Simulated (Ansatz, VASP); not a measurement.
## ZnS: VASP beside Ansatz

```xyz
2
Lattice="0.0000 2.7020 2.7020 2.7020 0.0000 2.7020 2.7020 2.7020 0.0000" Properties=species:S:1:pos:R:3 pbc="T T T"
Zn    4.0530    4.0530    4.0530
S     0.0000    0.0000    0.0000
```

Alike in both runs: task single point; functional PBE; k mesh 9 × 9 × 9; occupations gaussian, width 0.015 eV; no spin polarisation.

|  | VASP | Ansatz |
| --- | --- | --- |
| version | VASP 6.6.1 | Ansatz 0.2.0 |
| potentials or method | VASP PAW PBE potentials, release 64 (Zn, S), cutoff 520 eV | all-electron LAPW, scalar-relativistic |

```csv
,VASP,Ansatz,Ansatz less VASP
gap on the k mesh at the Fermi level (eV),2.11,2.11,-0.002
least direct gap on the mesh (eV),2.11,2.11,-0.002
pressure (GPa),1.8,1.6,-0.15
```

Ansatz ran all-electron here, so the differences hold the error of VASP's frozen core and of both bases.
